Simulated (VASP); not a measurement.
# Si (Fd-3m) in VASP: elastic constants with PBEsol

Aim: the elastic constants of Si with PBEsol.

Everything below comes from runs of VASP 6.6.1. Logs are shortened: lines on timing, memory, paths and dates and some standing lists are left out, and cuts for length are marked.

### Step 1. Starting point

Symmetry: Fd-3m, No. 227, cubic system. The conventional cell has a = 5.306 Å, b = 5.306 Å, c = 5.306 Å, α = 90.00°, β = 90.00°, γ = 90.00°. Around Si (site symmetry -43m) lie 4 Si at 2.30 Å.

### Step 2. Elastic constants, PBEsol

File INCAR:

```
  PREC = Accurate
  ENCUT = 600
  EDIFF = 1E-8
  ISMEAR = 0
  SIGMA = 0.01
  LREAL = False
  LASPH = True
  NELM = 60
  ALGO = Fast
  ISIF = 3
  LWAVE = False
  LCHARG = False
  GGA = PS
  NBANDS = 11
  IBRION = 6
  NFREE = 2
  POTIM = 0.015
  NSW = 1
```

File KPOINTS:

```
Automatic mesh
0
Gamma
  12 12 12
```

File POSCAR:

```
Si
1.0
    0.0000000000      2.6532026038      2.6532026038
    2.6532026038      0.0000000000      2.6532026038
    2.6532026038      2.6532026038      0.0000000000
Si
2
Direct
    0.7500000000      0.7500000000      0.7500000000
    0.5000000000      0.5000000000      0.5000000000
```

Potentials or basis: VASP PAW PBE potentials, release 64 (Si).

Command:

```bash
cat potpaw_PBE.64/Si/POTCAR > POTCAR
mpirun -np 1 vasp_std > vasp.out
```

OUTCAR:

```text
PREC = Accurate
   ENCUT = 600
   EDIFF = 1E-8
   ISMEAR = 0
   LREAL = False
   LASPH = True
   NELM = 60
   ISIF = 3
   GGA = PS
   IBRION = 6
   NFREE = 2
   POTIM = 0.015
   NSW = 1

 ion  position               nearest neighbor table
   1  0.750  0.750  0.750-   2 2.30   2 2.30   2 2.30   2 2.30
   2  0.500  0.500  0.500-   1 2.30   1 2.30   1 2.30   1 2.30

  LATTYP: Found a face centered cubic cell.
 ALAT       =     5.3064052076

  Lattice vectors:

 A1 = (   0.0000000000,   2.6532026038,   2.6532026038)
 A2 = (   2.6532026038,   0.0000000000,   2.6532026038)
 A3 = (   2.6532026038,   2.6532026038,   0.0000000000)

Analysis of symmetry for initial positions (statically):
=====================================================================
 Subroutine PRICEL returns:
 Original cell was already a primitive cell.

 Routine SETGRP: Setting up the symmetry group for a
 face centered cubic supercell.

 Subroutine GETGRP returns: Found 48 space group operations
 (whereof 24 operations were pure point group operations)
 out of a pool of 48 trial point group operations.

The static configuration has the point symmetry T_d .
 The point group associated with its full space group is O_h .

Analysis of symmetry for dynamics (positions and initial velocities):
=====================================================================
 Subroutine PRICEL returns:
 Original cell was already a primitive cell.

 Routine SETGRP: Setting up the symmetry group for a
 face centered cubic supercell.

 Subroutine GETGRP returns: Found 48 space group operations
 (whereof 24 operations were pure point group operations)
 out of a pool of 48 trial point group operations.

The dynamic configuration has the point symmetry T_d .
 The point group associated with its full space group is O_h .

 Subroutine INISYM returns: Found 48 space group operations
 (whereof 24 operations are pure point group operations),
 and found     1 'primitive' translations

----------------------------------------------------------------------------------------

                                     Primitive cell

  volume of cell :      37.3544

  direct lattice vectors                    reciprocal lattice vectors
     0.000000000  2.653202604  2.653202604    -0.188451496  0.188451496  0.188451496
     2.653202604  0.000000000  2.653202604     0.188451496 -0.188451496  0.188451496
     2.653202604  2.653202604  0.000000000     0.188451496  0.188451496 -0.188451496

  length of vectors
     3.752195106  3.752195106  3.752195106     0.326407566  0.326407566  0.326407566

  position of ions in fractional coordinates (direct lattice)
     0.750000000  0.750000000  0.750000000
     0.500000000  0.500000000  0.500000000

  ion indices of the primitive-cell ions
   primitive index   ion index
                 1           1
                 2           2

----------------------------------------------------------------------------------------

 KPOINTS: Automatic mesh

Automatic generation of k-mesh.
 Grid dimensions read from file:
 generate k-points for:   12   12   12

 Generating k-lattice:

  Cartesian coordinates                     Fractional coordinates (reciprocal lattice)
    -0.015704291  0.015704291  0.015704291     0.083333333  0.000000000  0.000000000
     0.015704291 -0.015704291  0.015704291     0.000000000  0.083333333  0.000000000
     0.015704291  0.015704291 -0.015704291     0.000000000  0.000000000  0.083333333

  Length of vectors
     0.027200630  0.027200630  0.027200630

  Shift w.r.t. Gamma in fractional coordinates (k-lattice)
     0.000000000  0.000000000  0.000000000

 Subroutine IBZKPT returns following result:
 ===========================================

 Found     72 irreducible k-points:

 Following reciprocal coordinates:
            Coordinates               Weight
  0.000000  0.000000  0.000000      1.000000
  0.083333  0.000000  0.000000      8.000000
  0.166667  0.000000  0.000000      8.000000
[... 56 lines left out ...]
   EFERMI_NEDOS =   21; number of points for ismear=-14 and -15
   IALGO  =     68    algorithm
   IMIX   =      4    mixing-type and parameters
     AMIX     =   0.40;   BMIX     =  1.00
     AMIX_MAG =   1.60;   BMIX_MAG =  1.00
  volume/ion in A,a.u.               =      18.68       126.04
  Fermi-wavevector in a.u.,A,eV,Ry     =   0.979470  1.850930 13.052902  0.959361
  Thomas-Fermi vector in A             =   2.110325
   LORBIT       =      0    0 simple, 1 ext, 2 COOP (PROOUT), +10 PAW based schemes
   GGA     = PS    functional components
   LHFCALC =     F    Hartree Fock is set to
   AEXX    =    0.0000 exact exchange contribution
   IVDW    =     0    specifies the selected vdW correction
   LEPSILON=     F    determine dielectric tensor
   LRPA    =     F    only Hartree local field effects (RPA)
 finite differences with symmetry
 non-spin polarized calculation
 RMM-DIIS sequential band-by-band and
 Gauss-broadening in eV      SIGMA  =   0.01
  energy-cutoff  :      600.00
  volume of cell :       37.35
 maximum number of plane-waves:      1283
 NGX is ok and might be reduce to    30
   NGX = 15   NGY = 15   NGZ = 15

--------------------------------------- Ionic step        1  -------------------------------------------

 number of electron       7.9999999 magnetization

 Free energy of the ion-electron system (eV)
  ---------------------------------------------------
  ext. energy  EPLUGINS =         0.00000000
  ---------------------------------------------------
  free energy    TOTEN  =       -11.42849160 eV

  energy without entropy =      -11.42849160  energy(sigma->0) =      -11.42849160

------------------------ aborting loop because EDIFF is reached ----------------------------------------

  FORCE on cell =-STRESS in cart. coord.  units (eV):
  Direction    XX          YY          ZZ          XY          YZ          ZX
  --------------------------------------------------------------------------------------
  -------------------------------------------------------------------------------------
  Total        1.8386846      1.8386846      1.8386846     -0.0000000      0.0000000      0.0000000
  in kB       78.8635973     78.8635973     78.8635973     -0.0000000      0.0000000      0.0000000
  external PRESSURE =      78.8635973 kB  Pullay stress =       0.0000000 kB
[... 89 lines left out ...]
  FREE ENERGIE OF THE ION-ELECTRON SYSTEM (eV)
  ---------------------------------------------------
  free  energy   TOTEN  =       -11.3959843222 eV

  energy  without entropy=      -11.3959843222  energy(sigma->0) =      -11.39598432

[... ionic steps 4 to 12 ...]

--------------------------------------- Ionic step       13  -------------------------------------------

 number of electron       8.0000000 magnetization

------------------------ aborting loop because EDIFF is reached ----------------------------------------
[... 67 lines left out ...]
--------------------------------------- Ionic step       15  -------------------------------------------

 number of electron       8.0000000 magnetization

 Free energy of the ion-electron system (eV)
  ---------------------------------------------------
  ext. energy  EPLUGINS =         0.00000000
  ---------------------------------------------------
  free energy    TOTEN  =       -11.42675985 eV

  energy without entropy =      -11.42675985  energy(sigma->0) =      -11.42675985

 E-fermi :   6.6351     XC(G=0):  -9.8223

 val. band max:        6.5903860871   @ k =   0.0000   0.0000   0.0000
 cond. band min:       6.8390387853   @ k =   0.0000   0.4167   0.4167
 fundamental gap:      0.2486526982
 Fermi energy:         6.6350598159

 k-point     1 :       0.0000    0.0000    0.0000
  band No.  band energies     occupation
      1      -5.9686      2.00000
      2       6.4422      2.00000
      3       6.5168      2.00000
      4       6.5904      2.00000
      5       9.0162      0.00000
      6       9.0573      0.00000
      7       9.1000      0.00000
      8      10.6511      0.00000
      9      14.2382      0.00000
     10      14.2398      0.00000
     11      14.5171      0.00000
[... 309 lines left out ...]
 k-point    24 :      -0.4167    0.1667    0.0000
  band No.  band energies     occupation
      1      -3.1358      2.00000
      2      -0.6169      2.00000
      3       3.3526      2.00000
      4       4.8102      2.00000
      5       8.6309      0.00000
      6      10.6959      0.00000
      7      10.9212      0.00000
      8      14.6727      0.00000
      9      15.2677      0.00000
     10      15.3911      0.00000
     11      17.9198      0.00000

 [... further k-points ...]
[... 5 lines left out ...]
  --------------------------------------------------------------------------------------
  -------------------------------------------------------------------------------------
  Total        1.8373670      1.8422131      1.8422131      0.0000000      0.1992763      0.0000000
  in kB       78.8070837     79.0149379     79.0149379      0.0000000      8.5472201      0.0000000
  external PRESSURE =      78.9456532 kB  Pullay stress =       0.0000000 kB
[... 17 lines left out ...]
  FREE ENERGIE OF THE ION-ELECTRON SYSTEM (eV)
  ---------------------------------------------------
  free  energy   TOTEN  =       -11.4267598460 eV

  energy  without entropy=      -11.4267598460  energy(sigma->0) =      -11.42675985

 INTERNAL STRAIN TENSORS FROM STRAINED CELLS
 ============================================

 INTERNAL STRAIN TENSOR FOR ION    1 for displacements in x,y,z  (eV/Angst):
          X           Y           Z          XY          YZ          ZX
  --------------------------------------------------------------------------------
  x    -0.00000     0.00000     0.00000     0.00000   -13.28658     0.00000
  y    -0.00000     0.00000     0.00000     0.00000     0.00000   -13.28640
  z     0.00000     0.00000    -0.00000   -13.28645    -0.00000     0.00000

 INTERNAL STRAIN TENSORS FROM DISPLACED ATOMS
 ============================================

 INTERNAL STRAIN TENSOR FOR ION    1 for displacements in x,y,z  (eV/Angst):
          X           Y           Z          XY          YZ          ZX
  --------------------------------------------------------------------------------
  x     0.00000    -0.00000    -0.00000     0.00000   -13.28187     0.00000
  y    -0.00000    -0.00000    -0.00000     0.00000     0.00000   -13.28187
  z    -0.00000    -0.00000     0.00000   -13.28187     0.00000     0.00000

 INTERNAL STRAIN TENSOR FOR ION    2 for displacements in x,y,z  (eV/Angst):
          X           Y           Z          XY          YZ          ZX
  --------------------------------------------------------------------------------
  x    -0.00000     0.00000     0.00000     0.00000    13.28187     0.00000
  y     0.00000     0.00000     0.00000     0.00000     0.00000    13.28187
  z     0.00000     0.00000    -0.00000    13.28187     0.00000     0.00000

 Eigenvectors and eigenvalues of the dynamical matrix
 ----------------------------------------------------

   1 f  =   16.369332 THz   102.851547 2PiTHz  546.022143 cm-1    67.698087 meV
             X         Y         Z           dx          dy          dz
      3.979804  3.979804  3.979804     0.000000   -0.707107    0.000000
      2.653203  2.653203  2.653203     0.000000    0.707107    0.000000
[... 21 lines left out ...]
   6 f  =    0.000000 THz     0.000000 2PiTHz    0.000000 cm-1     0.000000 meV
             X         Y         Z           dx          dy          dz
      3.979804  3.979804  3.979804     0.000000    0.000000    0.707107
      2.653203  2.653203  2.653203     0.000000    0.000000    0.707107

--------------------------------------------------------------------------------------------------------

 ELASTIC MODULI CONTR FROM IONIC RELAXATION (kBar)
 Direction    XX          YY          ZZ          XY          YZ          ZX
 --------------------------------------------------------------------------------
 XX          -0.0000     -0.0000      0.0000     -0.0000      0.0000     -0.0000
 YY          -0.0000     -0.0000     -0.0000     -0.0000     -0.0000     -0.0000
 ZZ           0.0000     -0.0000     -0.0000      0.0000     -0.0000     -0.0000
 XY          -0.0000     -0.0000      0.0000   -491.4539      0.0000      0.0000
 YZ           0.0000     -0.0000     -0.0000      0.0000   -491.4539      0.0000
 ZX          -0.0000     -0.0000     -0.0000      0.0000      0.0000   -491.4539
 --------------------------------------------------------------------------------

 TOTAL ELASTIC MODULI (kBar)
 Direction    XX          YY          ZZ          XY          YZ          ZX
 --------------------------------------------------------------------------------
 XX        1793.3629    868.0870    868.0870     -0.0000      0.0000     -0.0000
 YY         868.0870   1793.3629    868.0870     -0.0000     -0.0000     -0.0000
 ZZ         868.0870    868.0870   1793.3629      0.0000     -0.0000     -0.0000
 XY          -0.0000     -0.0000      0.0000    765.5737      0.0000      0.0000
 YZ           0.0000     -0.0000     -0.0000      0.0000    765.5737      0.0000
 ZX          -0.0000     -0.0000     -0.0000      0.0000      0.0000    765.5737
 --------------------------------------------------------------------------------
```

It took 16 min on 1 thread of Intel Xeon Platinum 8488C (Sapphire Rapids), shared host; peak memory 0.45 GiB.

Results:

| Quantity | Value |
| --- | --- |
| Elastic constants C11, C12, C44 | 179, 87, 77 GPa |
| Voigt bulk modulus | 118 GPa |
| Highest phonon frequency at Γ | 546 cm⁻¹ |

Phonon frequencies in cm⁻¹ (negative: imaginary):
```csv
q point,frequencies
"(0.000, 0.000, 0.000)",0 0 0 546 546 546
```

Elastic tensor in Voigt notation (GPa, in the Cartesian axes of the cell as first typed):
```
179  87  87   0   0   0
 87 179  87   0   0   0
 87  87 179   0   0   0
  0   0   0  77   0   0
  0   0   0   0  77   0
  0   0   0   0   0  77
```

Clamped-ion elastic tensor (GPa):
```
179  87  87   0   0   0
 87 179  87   0   0   0
 87  87 179   0   0   0
  0   0   0 126   0   0
  0   0   0   0 126   0
  0   0   0   0   0 126
```

Caveat: the cell is under stress, which shifts elastic constants; the PAW data sets were made with another functional, which shifts forces and pressure a little.
